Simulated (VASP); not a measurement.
**InAs in VASP 6.6.1, relaxation**

INCAR

```
SIGMA = 0.02
EDIFFG = -5E-3
LCHARG = .FALSE.
EDIFF = 1E-7
NSW = 1
NBANDS = 16
NELM = 54
LWAVE = .FALSE.
ISIF = 3
PREC = Accurate
LASPH = .TRUE.
ENCUT = 600
ISMEAR = -1
IBRION = 2
LREAL = .FALSE.
GGA = PE
```

KPOINTS

```
KPOINTS created by Atomic Simulation Environment
0
Gamma
6 6 6
0 0 0
```

POSCAR

```
In As
 1.0000000000000000
     0.0000000000000000    2.9721991858000001    2.9721991858000001
     2.9721991858000001    0.0000000000000000    2.9721991858000001
     2.9721991858000001    2.9721991858000001    0.0000000000000000
 In  As
   1   1
Cartesian
  0.0000000000000000  0.0000000000000000  0.0000000000000000
  1.4860995929000000  1.4860995929000000  1.4860995929000000
```

The recommended PBE PAW datasets give the neutral cell 18 valence electrons.

Command

```
mpirun -np 1 vasp_std
```

OSZICAR

```
N       E                     dE             d eps       ncg     rms          rms(c)
DAV:   1     0.122392007553E+03    0.12239E+03   -0.91450E+03   512   0.136E+03
DAV:   2     0.393666241013E+00   -0.12200E+03   -0.11666E+03   576   0.320E+02
DAV:   3    -0.764604546193E+01   -0.80397E+01   -0.80080E+01   640   0.777E+01
DAV:   4    -0.784408745407E+01   -0.19804E+00   -0.19800E+00   672   0.134E+01
DAV:   5    -0.785261911756E+01   -0.85317E-02   -0.85316E-02   744   0.235E+00    0.498E+00
DAV:   6    -0.758128163305E+01    0.27134E+00   -0.37876E-01   800   0.110E+01    0.278E+00
DAV:   7    -0.755015243163E+01    0.31129E-01   -0.13130E-01   728   0.344E+00    0.742E-01
DAV:   8    -0.755105635674E+01   -0.90393E-03   -0.15895E-02   656   0.148E+00    0.241E-01
DAV:   9    -0.755164042747E+01   -0.58407E-03   -0.10651E-03   608   0.282E-01    0.140E-01
DAV:  10    -0.755183693441E+01   -0.19651E-03   -0.25417E-04   648   0.246E-01    0.767E-02
DAV:  11    -0.755189035421E+01   -0.53420E-04   -0.11570E-04   568   0.137E-01    0.435E-02
DAV:  12    -0.755188976355E+01    0.59066E-06   -0.87536E-06   728   0.382E-02    0.499E-03
DAV:  13    -0.755188991533E+01   -0.15178E-06   -0.21806E-06   592   0.837E-03    0.291E-03
DAV:  14    -0.755188981952E+01    0.95811E-07   -0.13523E-07   672   0.301E-03
   1 F= -.75518898E+01 E0= -.75517521E+01  d E =-.755189E+01
```

Standard output (part)

```
POSCAR found type information on POSCAR InAs
 POSCAR found :  2 types and       2 ions
 LDA part: xc-table for (Slater+PW92), standard interpolation
 POSCAR, INCAR and KPOINTS ok, starting setup
 WAVECAR not read
 entering main loop
 curvature:   0.00 expect dE= 0.000E+00 dE for cont linesearch  0.000E+00
 search vector abs. value=  0.477E+00
```

It didn't converge.

Why shouldn't this run be trusted?

Too few ionic steps. It didn't converge.
